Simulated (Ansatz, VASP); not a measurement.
# Two plane-wave programs on C

File POSCAR:

```
C
1.0
    0.0000000000      1.5550970203      2.3326455305
    1.5550970203      0.0000000000      2.3326455305
    1.5550970203      1.5550970203      0.0000000000
C
2
Direct
    0.5000000000      0.5000000000      0.5000000000
    0.7500000000      0.7500000000      0.7500000000
```

INCAR.step1

```
SYSTEM = C
PREC = Accurate ; ENCUT = 520
ISMEAR = 0 ; SIGMA = 0.05
LREAL = .FALSE. ; LASPH = .TRUE.
NELM = 80 ; NBANDS = 11
GGA = PE ; ALGO = Normal
EDIFF = 1E-4 ; LWAVE = .TRUE.
LCHARG = .FALSE.
```

The input INCAR.step2:

```
SYSTEM = C
PREC = Accurate ; ENCUT = 520
EDIFF = 1E-6 ; ISMEAR = 0
SIGMA = 0.05 ; LREAL = .FALSE.
LASPH = .TRUE. ; NELM = 80
ALGO = Normal ; ISIF = 2
LWAVE = .FALSE. ; LCHARG = .TRUE.
METAGGA = R2SCAN ; LMIXTAU = .TRUE.
LELF = .TRUE. ; LVHAR = .TRUE.
NBANDS = 11 ; ISTART = 1
```

File KPOINTS:

```
Automatic mesh
0
G
  12 12 12
  0 0 0
```

Input for Ansatz:

```yaml
crystal:
  lattice:
    - [0.0, 1.5550970203, 2.3326455305]
    - [1.5550970203, 0.0, 2.3326455305]
    - [1.5550970203, 1.5550970203, 0.0]
  atoms:
    - { symbol: C, position: [0.5, 0.5, 0.5] }
    - { symbol: C, position: [0.75, 0.75, 0.75] }
basis:
  ecutwfc: 500
kpoints:
  mp_grid: { grid: [12, 12, 12] }
hamiltonian:
  xc: r2scan
scf:
  occupations: { method: gaussian, width: 0.05 }
output:
  forces: true
  stress: true
  eigenvalues: true
```

Alike in both runs: task single point; functional r2SCAN; k mesh 12 × 12 × 12; occupations gaussian, width 0.05 eV; no spin polarisation.

|  | VASP | Ansatz |
| --- | --- | --- |
| version | VASP 6.6.1 | Ansatz 0.2.0 |
| potentials or method | VASP PAW PBE potentials, release 64 (C) | scalar-relativistic, plane waves, PAW |
| plane-wave cutoff (eV) | 520 | 500 |
| valence electrons in the cell | 8 | 8 |

|  | VASP | Ansatz | Ansatz less VASP |
| --- | --- | --- | --- |
| gap on the k mesh at the Fermi level (eV) | none | none | - |
| pressure (GPa) | 13.1 | 12.3 | -0.73 |
| largest component of the traceless stress (GPa) | 283.32 | 284.29 | +0.977 |

A gap of «none» marks a metal or a gap that the smearing closes.

Caveats: the PAW data sets were made with another functional, which shifts forces and pressure a little (VASP).
